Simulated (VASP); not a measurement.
# PbI2 (P-3m1) in VASP: further runs, part 2 of 2

VASP 6.6.1. The steps go on from the part before.

## (4) Relaxation of cell and atoms, PBE

Contents of INCAR:

```
SYSTEM = PbI2
PREC     = Accurate       ! precision mode
ENCUT    = 600            ! plane-wave cutoff, eV
EDIFF    = 1E-6           ! SCF threshold, eV
ISMEAR   = 0              ! smearing method
SIGMA    = 0.03           ! smearing width, eV
LREAL    = .FALSE.        ! projectors in reciprocal space
LASPH    = .TRUE.         ! aspherical terms in the spheres
NELM     = 80             ! most SCF steps
ALGO     = Normal         ! electronic algorithm
ISIF     = 3              ! what is computed and relaxed
LWAVE    = .FALSE.        ! write WAVECAR
LCHARG   = .FALSE.        ! write CHGCAR
GGA      = PE             ! functional
IBRION   = 2              ! ionic algorithm
NSW      = 90             ! ionic steps
EDIFFG   = -0.01          ! ionic threshold
KPAR     = 2
```

Contents of KPOINTS:

```
Automatic mesh
0
G
  9 9 4
  0 0 0
```

Contents of POSCAR:

```
PbI2
1.0
    4.5550000000      0.0000000000      0.0000000000
   -2.2775000000      3.9447457142      0.0000000000
    0.0000000000      0.0000000000      6.9770000000
Pb I
1 2
Direct
    0.0000000000      0.0000000000      0.0000000000
    0.3333333333      0.6666666667      0.2650000000
    0.6666666667      0.3333333333      0.7350000000
```

Potentials or basis: VASP PAW PBE potentials, release 64 (Pb_d, I).

Started as:

```console
$ cat potpaw_PBE.64/Pb_d/POTCAR potpaw_PBE.64/I/POTCAR > POTCAR
$ mpirun -np 2 vasp_std > vasp.out
```

It took 6.3 min on 2 MPI ranks of AMD EPYC 9R45 (Zen 5), shared host; peak memory 0.32 GiB.

The run converged. Its results:

```
Free energy                            : -8.6196 eV
Relaxed volume                         : 48.43 Å³/atom
Relaxed cell                           : a = 4.675 Å, b = 4.675 Å, c = 7.675 Å, α = 90.00°, β = 90.00°, γ = 120.00°
Space group after relaxing (to 0.05 Å) : P-3m1 (No. 164)
Energy gained by relaxing              : 22.8 meV/atom
Ionic steps                            : 23
Pressure after relaxing                : 0.0 GPa
Largest force after relaxing           : 0.004 eV/Å
Band gap on the k mesh                 : 2.43 eV, indirect (least direct gap 2.50 eV)
```

Forces on the atoms (eV/Å):
```
Pb   0.000  0.000  0.000
I    0.000  0.000 -0.004
I    0.000  0.000  0.004
```

Step by step:
| step | energy change (eV) | largest force (eV/Å) | pressure (GPa) | volume (Å³) |
| --- | --- | --- | --- | --- |
| 1 | 0.0000 | 0.1712 | 1.83 | 125.36 |
| 2 | -0.0438 | 0.1770 | -0.11 | 134.21 |
| 3 | -0.0442 | 0.1475 | 0.05 | 133.36 |
| 4 | -0.0463 | 0.1368 | 0.04 | 133.77 |
| 5 | -0.0516 | 0.1049 | 0.03 | 135.03 |
| 6 | -0.0585 | 0.0465 | 0.03 | 137.56 |
| 7 | -0.0596 | 0.0583 | 0.07 | 142.71 |
| 8 | -0.0610 | 0.0196 | 0.06 | 140.63 |
| 9 | -0.0645 | 0.0298 | -0.15 | 143.15 |
| 10 | -0.0650 | 0.0654 | -0.28 | 144.92 |
| 11 | -0.0664 | 0.0553 | -0.21 | 144.98 |
| 12 | -0.0677 | 0.0408 | -0.12 | 145.05 |
| 13 | -0.0677 | 0.0100 | 0.09 | 145.15 |
| 14 | -0.0681 | 0.0238 | -0.02 | 145.11 |
| 15 | -0.0681 | 0.0254 | -0.02 | 145.11 |
| 16 | -0.0682 | 0.0186 | 0.00 | 144.99 |
| 17 | -0.0682 | 0.0055 | 0.04 | 144.75 |
| 18 | -0.0682 | 0.0079 | 0.03 | 144.79 |
| 19 | -0.0682 | 0.0114 | 0.02 | 144.85 |
| 20 | -0.0682 | 0.0125 | 0.02 | 144.95 |
| 21 | -0.0683 | 0.0154 | -0.02 | 145.27 |
| 22 | -0.0683 | 0.0122 | -0.02 | 145.28 |
| 23 | -0.0683 | 0.0037 | 0.01 | 145.29 |

Final structure:
```
Pb I
1.0
     4.67544    0.00000    0.00000
    -2.33772    4.04905    0.00000
     0.00000    0.00000    7.67486
Pb I
1 2
Direct
  0.00000 0.00000 0.00000
  0.33333 0.66667 0.24207
  0.66667 0.33333 0.75793
```

Levels at points of the mesh, in eV from the valence-band top:
| k point | band 10 | band 11 | band 12 | band 13 | band 14 | band 15 | band 16 | band 17 | band 18 |
| --- | --- | --- | --- | --- | --- | --- | --- | --- | --- |
| (0.00, 0.00, 0.00) | -0.74 | -0.69 | -0.56 | -0.56 | -0.56 | 2.57 | 3.46 | 3.46 | 6.13 |
| (0.00, 0.00, 0.50) | -0.78 | -0.78 | -0.50 | -0.50 | -0.07 | 2.43 | 3.40 | 3.40 | 6.90 |

Caveat: the volume moved by over 15 % at a fixed basis, so the end points are rough; spin-orbit coupling is left out, which as a rule narrows the gap of such compounds by several tenths of an eV; an odd mesh through Γ misses points on the zone boundary, where band edges often lie; this functional lacks dispersion, which binds the layers, so the pressure and a relaxed spacing across them are unreliable, and here the layers came unbound; the volume moved by +16 % from the deposited cell, more than functionals usually miss. Zero-point motion and thermal expansion aren't in these numbers.

## (5) Relaxation of cell and atoms, PBE

This run uses another cell than the first one, of 48.43 Å³/atom, 1.159 times its volume.

Changes to INCAR since step 4:

```diff
@@ -3,3 +3,3 @@
 ENCUT    = 600            ! plane-wave cutoff, eV
-EDIFF    = 1E-6           ! SCF threshold, eV
+EDIFF    = 1E-7           ! SCF threshold, eV
 ISMEAR   = 0              ! smearing method
@@ -16,3 +16,3 @@
 NSW      = 90             ! ionic steps
-EDIFFG   = -0.01          ! ionic threshold
+EDIFFG   = -0.005         ! ionic threshold
 KPAR     = 2
```

KPOINTS is that of step 4.

Contents of POSCAR:

```
PbI2                                    
1.0
    4.6754435293      0.0000000000     -0.0000000000
   -2.3377217647      4.0490528703      0.0000000000
   -0.0000000000      0.0000000000      7.6748631841
  Pb              I             
     1     2
Direct
     0.0000000000000000    0.0000000000000000    0.0000000000000000
     0.3333333332999970    0.6666666667000030    0.2420665794182374
     0.6666666667000030    0.3333333332999970    0.7579334205817627
```

Started as:

```console
$ cat potpaw_PBE.64/Pb_d/POTCAR potpaw_PBE.64/I/POTCAR > POTCAR
$ mpirun -np 2 vasp_std > vasp.out
```

It took 6.4 min on 2 MPI ranks of AMD EPYC 9R45 (Zen 5), shared host; peak memory 0.4 GiB.

Results (log left out):

```
Free energy                            : -8.6219 eV
Relaxed volume                         : 49.27 Å³/atom
Relaxed cell                           : a = 4.677 Å, b = 4.677 Å, c = 7.804 Å, α = 90.00°, β = 90.00°, γ = 120.00°
Space group after relaxing (to 0.05 Å) : P-3m1 (No. 164)
Energy gained by relaxing              : 0.2 meV/atom
Ionic steps                            : 18
Pressure after relaxing                : 0.0 GPa
Band gap on the k mesh                 : 2.44 eV, indirect (least direct gap 2.54 eV)
```

The path:
```
step  energy change (eV)  largest force (eV/Å)  pressure (GPa)  volume (Å³)
   1              0.0000                0.0038            0.01       145.29
   2              0.0000                0.0067            0.01       145.38
   3              0.0000                0.0150           -0.03       145.65
   4              0.0000                0.0132           -0.02       145.59
   5              0.0000                0.0132           -0.02       145.61
   6             -0.0001                0.0132           -0.02       145.65
   7             -0.0001                0.0131           -0.01       145.73
   8             -0.0002                0.0132            0.00       145.89
   9             -0.0002                0.0130            0.02       146.20
  10             -0.0002                0.0128            0.00       146.02
  11             -0.0003                0.0102            0.01       146.13
  12             -0.0003                0.0021            0.03       146.46
  13             -0.0004                0.0144            0.07       147.13
  14             -0.0004                0.0089            0.05       146.90
  15             -0.0004                0.0078            0.05       147.02
  16             -0.0004                0.0051            0.03       147.37
  17             -0.0005                0.0007           -0.01       148.07
  18             -0.0005                0.0015            0.00       147.82
```

Final structure:
```
Pb I
1.0
     4.67679    0.00000    0.00000
    -2.33839    4.05022    0.00000
     0.00000    0.00000    7.80383
Pb I
1 2
Direct
  0.00000 0.00000 0.00000
  0.33333 0.66667 0.23793
  0.66667 0.33333 0.76207
```

Levels at points of the mesh, in eV from the valence-band top:
```tsv
k point	band 10	band 11	band 12	band 13	band 14	band 15	band 16	band 17	band 18
(0.00, 0.00, 0.00)	-0.74	-0.65	-0.59	-0.55	-0.55	2.57	3.46	3.46	6.07
(0.00, 0.00, 0.50)	-0.77	-0.77	-0.51	-0.51	-0.11	2.44	3.41	3.41	6.92
```

Caveat: spin-orbit coupling is left out, which as a rule narrows the gap of such compounds by several tenths of an eV; an odd mesh through Γ misses points on the zone boundary, where band edges often lie; this functional lacks dispersion, which binds the layers, so the pressure and a relaxed spacing across them are unreliable.
